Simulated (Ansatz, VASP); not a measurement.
## C in VASP and in Ansatz

The input INCAR:

```
SYSTEM = C
PREC = Accurate
ENCUT = 520
EDIFF = 1E-6
ISMEAR = -1
SIGMA = 0.02
LREAL = .FALSE.
LASPH = .TRUE.
NELM = 100
ALGO = Normal
ISIF = 2
LWAVE = .FALSE.
LCHARG = .TRUE.
GGA = PS
LELF = .TRUE.
LVHAR = .TRUE.
NBANDS = 16
```

KPOINTS

```
Automatic mesh
0
G
  12 12 9
  0 0 0
```

Contents of POSCAR:

```
C
1.0
    1.7769057191      1.7769057191      0.0000000000
   -1.7769057191      1.7769057191      0.0000000000
    0.0000000000      0.0000000000      3.5538114382
C
4
Direct
    0.2500000000      0.5000000000      0.3750000000
    0.7500000000      0.0000000000      0.8750000000
    0.2500000000      0.0000000000      0.1250000000
    0.7500000000      0.5000000000      0.6250000000
```

Input for Ansatz:

```yaml
crystal:
  lattice:
    - [1.7769057191, 1.7769057191, 0.0]
    - [-1.7769057191, 1.7769057191, 0.0]
    - [0.0, 0.0, 3.5538114382]
  atoms:
    - { symbol: C, position: [0.25, 0.5, 0.375] }
    - { symbol: C, position: [0.75, 0.0, 0.875] }
    - { symbol: C, position: [0.25, 0.0, 0.125] }
    - { symbol: C, position: [0.75, 0.5, 0.625] }
kpoints:
  mp_grid: { grid: [12, 12, 9] }
scf:
  occupations: { method: fermi_dirac, width: 0.02 }
hamiltonian:
  xc: pbesol
  pseudopotentials: { kind: all_electron, lapw: { basis_error: 0.001 } }
output:
  forces: true
  stress: true
  eigenvalues: true
```

Alike in both runs: task single point; functional PBEsol; k mesh 12 × 12 × 9; occupations fermi-dirac, width 0.02 eV; no spin polarisation.

|  | VASP | Ansatz |
| --- | --- | --- |
| version | VASP 6.6.1 | Ansatz 0.2.0 |
| potentials or method | VASP PAW PBE potentials, release 64 (C) | all-electron LAPW, scalar-relativistic |
| plane-wave cutoff (eV) | 520 | see its input |

|  | VASP | Ansatz | Ansatz less VASP |
| --- | --- | --- | --- |
| gap on the k mesh at the Fermi level (eV) | 4.04 | 4.05 | +0.006 |
| pressure (GPa) | 1.1 | 0.0 | -1.07 |

Ansatz ran all-electron here, so the differences hold the error of VASP's frozen core and of both bases.

Caveats: the PAW data sets were made with another functional, which shifts forces and pressure a little (VASP); an odd mesh through Γ misses points on the zone boundary, where band edges often lie.
